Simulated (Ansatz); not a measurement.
Crystal: TiC.

```xyz
2
Lattice="0.0000 2.1657 2.1657 2.1657 0.0000 2.1657 2.1657 2.1657 0.0000" Properties=species:S:1:pos:R:3 pbc="T T T"
Ti    0.0000    0.0000    0.0000
C     2.1657    2.1657    2.1657
```

The cell is a database's computed one.

- Program: Ansatz 0.2.0
- Task: relaxation of cell and atoms
- Functional: PBE
- Potentials or basis: Ansatz PAW
- Cutoff: 420 eV (not typed: the program's choice for these potentials)
- k mesh: 11 × 11 × 11
- Occupations: fermi-dirac, width 0.05 eV
- Spin: no spin polarisation
- Hubbard terms: Ti d U = 6 eV

At the start: volume 10.16 Å³/atom.

Problem. How do energy, volume and symmetry change on relaxing?

Solution. It ends after 7 steps and the volume is 10.65 Å³/atom (+4.9 %); space group Fm-3m (No. 225, to 0.05 Å).

The path:
| step | energy change (eV) | largest force (eV/Å) | volume (Å³) |
| --- | --- | --- | --- |
| 1 | 0.0000 | 0.0000 | 20.32 |
| 2 | -0.0318 | 0.0000 | 21.15 |
| 3 | -0.0322 | 0.0000 | 21.28 |
| 4 | -0.0322 | 0.0000 | 21.29 |
| 5 | -0.0343 | 0.0000 | 21.29 |
| 6 | -0.0342 | 0.0000 | 21.30 |
| 7 | -0.0342 | 0.0000 | 21.30 |

Final structure:
```cif
data_structure
_symmetry_space_group_name_H-M 'P 1'
_symmetry_Int_Tables_number 1
_cell_length_a 3.1115
_cell_length_b 3.1115
_cell_length_c 3.1115
_cell_angle_alpha 60.000
_cell_angle_beta 60.000
_cell_angle_gamma 60.000
_cell_volume 21.30
loop_
_atom_site_label
_atom_site_type_symbol
_atom_site_fract_x
_atom_site_fract_y
_atom_site_fract_z
_atom_site_occupancy
Ti1 Ti 0.00000 0.00000 0.00000 1
C1 C 0.50000 0.50000 0.50000 1
```

Caveat: the plane-wave basis is chosen anew once the cell has moved, so the energies of steps on either side of that aren't comparable; U without spin polarisation on a metal has little footing; the U is typed as a test and isn't derived for this compound.
